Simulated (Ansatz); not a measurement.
# SrVO3: properties at the relaxed cell

The task here is to estimate one member of a computed series from the others.

Computed with Ansatz 0.2.0 (DFT PBE, scalar-relativistic, plane waves, PAW, unless a step's input says otherwise).

1 further run of the same task is left out (set aside as unsound or not needed).

## The structure to begin with

The structure is cubic, space group Pm-3m (No. 221). The conventional cell has a = 3.859 Å, b = 3.859 Å, c = 3.859 Å, α = 90.00°, β = 90.00°, γ = 90.00°. Around Sr (site symmetry m-3m) lie 12 O at 2.73 Å. V (site symmetry m-3m) is surrounded by 6 O at 1.93 Å. O (site symmetry 4/mmm) has 2 V at 1.93 Å and 4 Sr at 2.73 Å in its first shell of neighbours.

Structure file:

```
CELL_PARAMETERS angstrom
3.85886 0.00000 0.00000
0.00000 3.85886 0.00000
0.00000 0.00000 3.85886
ATOMIC_POSITIONS crystal
Sr 0.50000 0.50000 0.50000
V 0.00000 0.00000 0.00000
O 0.50000 0.00000 0.00000
O 0.00000 0.50000 0.00000
O 0.00000 0.00000 0.50000
```

This cell was relaxed beforehand with the same method: volume 11.49 Å³/atom, gap on the mesh none (metal), site moments up to 0.3 μB.

Set-up of the first run:

input.yaml reads:

```yaml
crystal:
  lattice:
    - [3.8588620664, 0.0, 0.0]
    - [0.0, 3.8588620664, 0.0]
    - [0.0, 0.0, 3.8588620664]
  atoms:
    - { symbol: Sr, position: [0.5, 0.5, 0.5] }
    - { symbol: V, position: [0.0, 0.0, 0.0], spin: 0.29 }
    - { symbol: O, position: [0.5, 0.0, 0.0] }
    - { symbol: O, position: [0.0, 0.5, 0.0] }
    - { symbol: O, position: [0.0, 0.0, 0.5] }
basis:
  ecutwfc: 420
kpoints:
  mp_grid: { grid: [10, 10, 10] }
  band_path:
    path:
      - [[0.0, 0.0, 0.0], [0.0, 0.5, 0.0], [0.5, 0.5, 0.0], [0.0, 0.0, 0.0], [0.5, 0.5, 0.5], [0.0, 0.5, 0.0]]
      - [[0.5, 0.5, 0.5], [0.5, 0.5, 0.0]]
    npoints: 14
hamiltonian:
  xc: pbe
scf:
  occupations: { method: gaussian, width: 0.1 }
  n_extra_bands: 12
output:
  forces: true
  stress: true
  eigenvalues: true
  populations: true
  dos: { projected: true, de: 0.02, nscf_kmesh: { grid: [15, 15, 15] } }
  bader: true
  write_density: true
  write_potential: true
  elf: true
  volumetric_format: npy
magnetization:
  spin_polarized: true
checkpoint:
  read: start.run
  write: ck
  compress: false
  write_wavefunctions: false
  write_every: 100000
```

Run with:

```console
ansatz run input.yaml --threads 2 --pin off --max-ram 5120MiB --backend cpu --events-out ev --progress --plain --runs-dir out
```

Steps of the session up to this table: Bands, states and charges; Point at V/V0 = 0.97; Volume × 1.03; Volume × 0.94; The cell scaled to 1.06 of its volume.

One of the session's tables, all rows but one given; the rest of the session is left out.

It belongs to the step «Equation of state». 

```
volume (Å³/atom)  energy above the lowest point (meV/atom)  pressure (GPa)  largest moment (μB)
          10.803                                      26.1           12.80                 0.21
          11.148                                       6.2            5.88                 0.23
          11.492                                       0.0            0.01                 0.26
          11.837                                         ?               ?                    ?
          12.182                                      20.7           -9.19                 0.33
```

Estimate the missing values for volume (Å³/atom) = 11.837.

Worked estimate for «energy above the lowest point (meV/atom)». A straight line through the neighbours (11.492, 0.0) and (12.182, 20.7) gives 0.0 + (20.7 − 0.0) × (11.837 − 11.492) / (12.182 − 11.492) = 10.3; a parabola fitted to 3 rows on both sides gives 4.8.

The run gave: energy above the lowest point (meV/atom): 5.5; pressure (GPa): -4.97; largest moment (μB): 0.30. In «energy above the lowest point (meV/atom)» the line misses by +4.8 and the parabola by -0.7.

To keep in mind: Warnings in the runs' records: stability check not made.
